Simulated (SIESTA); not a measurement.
ZnO (zincite):

```
Zn O
1.0
     3.24931    0.00000    0.00000
    -1.62465    2.81398    0.00000
     0.00000    0.00000    5.20571
Zn O
2 2
Direct
  0.66667 0.33333 0.00000
  0.33333 0.66667 0.50000
  0.33333 0.66667 0.87901
  0.66667 0.33333 0.37901
```

Base run:

| Item | Value |
| --- | --- |
| Program | SIESTA 5.4.2 |
| Functional | PBE |
| Potentials or basis | PseudoDojo 0.4 standard (PBE files) |
| Basis | TZP (energy shift 0.003 Ry; two zetas on semicore shells) |
| Grid cutoff | 800 Ry |
| Energy shift | 0.003 Ry |
| k mesh | 9 × 9 × 5 |
| Occupations | fermi-dirac, width 0.05 eV |
| Spin | no spin polarisation |

Its results: band gap on the k mesh 1.01 eV, direct; pressure 5.1 GPa; largest force 0.080 eV/Å.

The run is repeated on the same cell with these changes: basis from TZP (energy shift 0.003 Ry; two zetas on semicore shells) to DZDP (energy shift 0.003 Ry; two zetas on semicore shells). What comes out?

Band gap on the k mesh 1.06 eV, direct; pressure 6.0 GPa; largest force 0.094 eV/Å.

Caveats: short orbitals over semicore shells can move pressures by several GPa; the valence orbitals were made in a potential fitted to the semicore shell under them, which widens gaps by tenths of an eV or more; an odd mesh through Γ misses points on the zone boundary, where band edges often lie; the basis of atomic orbitals isn't converged, which shifts pressures, moduli and gaps.
